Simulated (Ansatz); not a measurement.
SiC, 4H polytype at its r2SCAN geometry, run in the PAW code Ansatz at 4 levels of theory. (Simulation; spin polarisation is off.)

The LDA input:
```yaml
crystal:
  lattice:
    - [3.0775550333, 0.0, 0.0]
    - [-1.5387775167, 2.6652408404, 0.0]
    - [0.0, 0.0, 10.0767227833]
  atoms:
    - { symbol: Si, position: [0.0, 0.0, -0.0001405665] }
    - { symbol: Si, position: [0.3333333333, 0.6666666667, 0.2499083816] }
    - { symbol: Si, position: [0.0, 0.0, 0.4998594335] }
    - { symbol: Si, position: [0.6666666667, 0.3333333333, 0.7499083816] }
    - { symbol: C, position: [0.0, 0.0, 0.1872833959] }
    - { symbol: C, position: [0.3333333333, 0.6666666667, 0.4379487892] }
    - { symbol: C, position: [0.0, 0.0, 0.6872833959] }
    - { symbol: C, position: [0.6666666667, 0.3333333333, 0.9379487892] }
kpoints:
  mp_grid: { grid: [12, 12, 4] }
  band_path:
    path:
      - [0.0, 0.0, 0.0]
      - [0.5, 0.0, 0.0]
      - [0.3333333333, 0.3333333333, 0.0]
      - [0.0, 0.0, 0.5]
      - [0.5, 0.0, 0.5]
      - [0.3333333333, 0.3333333333, 0.5]
      - [0.0, 0.5, 0.0]
    npoints: 1
hamiltonian:
  xc: lda
scf:
  occupations: { method: fixed }
  n_extra_bands: 6
output:
  forces: true
  stress: true
  eigenvalues: true
```

Main results, then, where recorded, the levels near the gap in eV from the Fermi energy (columns number the bands from 0), one row a point of the path (Γ, M, K, A, L, H, M):
```
Crystal: 8 atoms, lattice volume = 82.654 Å³
Symmetry: 12 space group operations
Space group: P63mc (ITA 186)
```
```
Basis set: ecut = 420 eV, 1605 PW (Γ)
Bands: 22, of which v1, the nominal top of the filled ones, is band 16 counted from 1 (15 counted from 0)
k-points: 57 of 576 (time reversal used)
Free energy (F): -3408.792801 eV
Fermi energy:    9.327748 eV
--- Forces (eV/Å), atoms counted from 1 ---
  atom   1  Si      0.00000      0.00000      0.00081
  atom   2  Si      0.00000      0.00000    -0.00449
  atom   3  Si      0.00000      0.00000      0.00081
  atom   4  Si      0.00000      0.00000    -0.00449
  atom   5  C       0.00000      0.00000      0.00429
  atom   6  C       0.00000      0.00000    -0.00064
  atom   7  C       0.00000      0.00000      0.00429
  atom   8  C       0.00000      0.00000    -0.00064
--- Stress (GPa, compression-positive) ---
       -4.179310       0.000000       0.000000
        0.000000      -4.179310       0.000000
        0.000000       0.000000      -4.218478
  P = ⅓ Tr σ = -4.1924 GPa (-41.924 kbar)
```
```tsv
band_13	band_14	band_15	band_16	band_17	band_18
-0.054	0.000	0.000	5.050	5.624	6.256
-2.222	-1.584	-1.125	2.177	2.291	4.134
-2.882	-2.882	-1.675	3.885	3.885	5.128
-0.207	-0.207	-0.207	5.255	5.255	6.731
-2.510	-1.556	-1.556	2.578	2.578	4.128
-2.757	-2.457	-2.457	3.153	3.153	6.612
-2.222	-1.584	-1.125	2.177	2.291	4.134
```

With LDA the valence top lies at Γ and the conduction bottom at M, 2.18 eV higher; the smallest vertical gap, at M, is 3.30 eV.

Task: In the first input these blocks are replaced (the band path and keys that only write files left aside):
```yaml
hamiltonian:
  xc: r2scan
```
What comes out?

Result:
```
Basis set: ecut = 500 eV, 2137 PW (Γ)
Bands: 22, of which v1, the nominal top of the filled ones, is band 16 counted from 1 (15 counted from 0)
k-points: 57 of 576 (time reversal used)
Free energy (F): -3565.335863 eV
Fermi energy:    9.449298 eV
--- Forces (eV/Å), atoms counted from 1 ---
  atom   1  Si      0.00000      0.00000    -0.00110
  atom   2  Si      0.00000      0.00000      0.00164
  atom   3  Si      0.00000      0.00000    -0.00110
  atom   4  Si      0.00000      0.00000      0.00164
  atom   5  C       0.00000      0.00000      0.00055
  atom   6  C       0.00000      0.00000    -0.00107
  atom   7  C       0.00000      0.00000      0.00055
  atom   8  C       0.00000      0.00000    -0.00107
--- Stress (GPa, compression-positive) ---
        0.008177       0.000000       0.000000
        0.000000       0.008177       0.000000
        0.000000       0.000000      -0.011598
  P = ⅓ Tr σ = 0.0016 GPa (0.016 kbar)
```
```tsv
band_13	band_14	band_15	band_16	band_17	band_18
-0.052	0.000	0.000	5.651	6.245	6.861
-2.327	-1.643	-1.178	2.598	2.761	4.718
-2.967	-2.967	-1.752	4.421	4.421	5.702
-0.216	-0.216	-0.216	5.865	5.865	7.352
-2.575	-1.626	-1.626	3.041	3.041	4.686
-2.855	-2.554	-2.554	3.668	3.668	7.259
-2.327	-1.643	-1.178	2.598	2.761	4.718
```
With r2SCAN the valence top lies at Γ and the conduction bottom at M, 2.60 eV higher; the smallest vertical gap, at M, is 3.78 eV. The mean stress is close to zero (0.00 GPa).

Task: In the first input these blocks are replaced (the band path and keys that only write files left aside):
```yaml
kpoints:
  mp_grid: { grid: [6, 6, 2] }
hamiltonian:
  xc: hse06
```
What comes out?

Result:
```
Basis set: ecut = 420 eV, 1605 PW (Γ)
Bands: 22, of which v1, the nominal top of the filled ones, is band 16 counted from 1 (15 counted from 0)
k-points: 14 of 72
Exchange kernel: α = 0.2500, screened, ω = 0.2079 Å⁻¹, Wigner–Seitz truncation, v(0) = 1043.0743 eV·Å³, q-mesh 6×6×2
hybrid outer 1: dexx = +1.109e-2 eV, tail = 1.21e-5 eV
hybrid outer 2: dexx = +9.267e-8 eV, tail = 5.08e-9 eV, Δε = 9.16e-4 eV, ΔF = 1.37e-3 eV/Å
Free energy (F): -3551.155645 eV
Fermi energy:    8.968141 eV
--- Forces (eV/Å), atoms counted from 1 ---
  atom   1  Si      0.00000      0.00000    -0.01741
  atom   2  Si      0.00000      0.00000    -0.00466
  atom   3  Si      0.00000      0.00000    -0.01741
  atom   4  Si      0.00000      0.00000    -0.00466
  atom   5  C       0.00000      0.00000      0.01345
  atom   6  C       0.00000      0.00000      0.00861
  atom   7  C       0.00000      0.00000      0.01345
  atom   8  C       0.00000      0.00000      0.00861
--- Stress (GPa, compression-positive) ---
       -1.048265       0.000000       0.000000
        0.000000      -1.048265       0.000000
        0.000000       0.000000      -1.372368
  P = ⅓ Tr σ = -1.1563 GPa (-11.563 kbar)
```
```tsv
band_13	band_14	band_15	band_16	band_17	band_18
-0.050	0.000	0.000	6.277	6.889	7.559
-2.430	-1.715	-1.235	3.140	3.292	5.283
-3.097	-3.097	-1.829	4.975	4.975	6.325
-0.226	-0.226	-0.226	6.497	6.497	8.039
-2.683	-1.702	-1.702	3.579	3.579	5.262
-2.990	-2.669	-2.669	4.209	4.209	7.923
-2.430	-1.715	-1.235	3.140	3.292	5.283
```
HSE06 gives an indirect gap of 3.14 eV, from Γ to M; the least direct gap is 4.37 eV at M. The mean pressure is -1.2 GPa (compression positive), so HSE06 would shrink the cell's volume. The stress of a hybrid is loosely converged here.

Task: In the first input these blocks are replaced (the band path and keys that only write files left aside):
```yaml
kpoints:
  mp_grid: { grid: [6, 6, 2] }
hamiltonian:
  xc: pbe0
```
What comes out?

Result:
```
Basis set: ecut = 420 eV, 1605 PW (Γ)
Bands: 22, of which v1, the nominal top of the filled ones, is band 16 counted from 1 (15 counted from 0)
k-points: 14 of 72
hybrid outer 1: dexx = +1.630e-2 eV, tail = 1.89e-5 eV
hybrid outer 2: dexx = +2.277e-7 eV, tail = 5.54e-9 eV, Δε = 1.19e-3 eV, ΔF = 1.30e-3 eV/Å
Free energy (F): -3552.081389 eV
Fermi energy:    8.591137 eV
--- Forces (eV/Å), atoms counted from 1 ---
  atom   1  Si      0.00000      0.00000    -0.01669
  atom   2  Si      0.00000      0.00000    -0.00410
  atom   3  Si      0.00000      0.00000    -0.01669
  atom   4  Si      0.00000      0.00000    -0.00410
  atom   5  C       0.00000      0.00000      0.01272
  atom   6  C       0.00000      0.00000      0.00804
  atom   7  C       0.00000      0.00000      0.01272
  atom   8  C       0.00000      0.00000      0.00804
--- Stress (GPa, compression-positive) ---
       -1.212205       0.000000       0.000000
        0.000000      -1.212205       0.000000
        0.000000       0.000000      -1.535125
  P = ⅓ Tr σ = -1.3198 GPa (-13.198 kbar)
```
```tsv
band_13	band_14	band_15	band_16	band_17	band_18
-0.047	0.000	0.000	7.019	7.632	8.307
-2.437	-1.719	-1.239	3.868	4.022	6.022
-3.114	-3.114	-1.832	5.717	5.717	7.069
-0.228	-0.228	-0.228	7.239	7.239	8.789
-2.700	-1.710	-1.710	4.312	4.312	6.002
-3.007	-2.681	-2.681	4.940	4.940	8.680
-2.437	-1.719	-1.239	3.868	4.022	6.022
```
PBE0 gives an indirect gap of 3.87 eV, from Γ to M; the least direct gap is 5.11 eV at M. The mean pressure is -1.3 GPa (compression positive), so PBE0 would shrink the cell's volume. The stress of a hybrid is loosely converged here.

The hybrids run on coarser meshes, which limits their stresses and small splittings of levels.

Totals of different functionals can't be compared.

The meshes of the hybrids are coarse, so their gaps aren't converged to the digits shown.
